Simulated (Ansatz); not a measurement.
# TaN: the cost of one run

Method: DFT PBE, scalar-relativistic, plane waves, PAW, in Ansatz 0.2.0.

### 1 The system as given

Symmetry: P-6m2, No. 187, hexagonal system. Conventional cell: a = 2.938 Å, b = 2.938 Å, c = 2.883 Å, α = 90.00°, β = 90.00°, γ = 120.00°. Around Ta (site symmetry -6m2) lie 6 N at 2.23 Å. Around N (site symmetry -6m2) lie 6 Ta at 2.23 Å.

Coordinates:

```cif
data_structure
_symmetry_space_group_name_H-M 'P 1'
_symmetry_Int_Tables_number 1
_cell_length_a 2.9380
_cell_length_b 2.9380
_cell_length_c 2.8830
_cell_angle_alpha 90.000
_cell_angle_beta 90.000
_cell_angle_gamma 120.000
_cell_volume 21.55
loop_
_atom_site_label
_atom_site_type_symbol
_atom_site_fract_x
_atom_site_fract_y
_atom_site_fract_z
_atom_site_occupancy
Ta1 Ta 0.33333 0.66667 0.50000 1
N1 N 0.00000 0.00000 0.00000 1
```

The cell is taken as given, not relaxed at this level.

### 2 Zero of the scan

Input file input.yaml:

```yaml
crystal:
  lattice:
    - [2.9379988584, 0.0, 0.0]
    - [-1.4689994292, 2.5443816477, 0.0]
    - [0.0, 0.0, 2.883]
  atoms:
    - { symbol: Ta, position: [0.3333333333, 0.6666666667, 0.5] }
    - { symbol: "N", position: [0.0, 0.0, 0.0] }
basis:
  ecutwfc: 420
kpoints:
  mp_grid: { grid: [18, 18, 16] }
hamiltonian:
  xc: pbe
scf:
  occupations: { method: gaussian, width: 0.15 }
output:
  forces: true
  stress: true
  eigenvalues: true
```

What time and memory should one allow on 1 thread of an Arm CPU, shared host?

About 13 s, with a peak of 0.42 GiB.
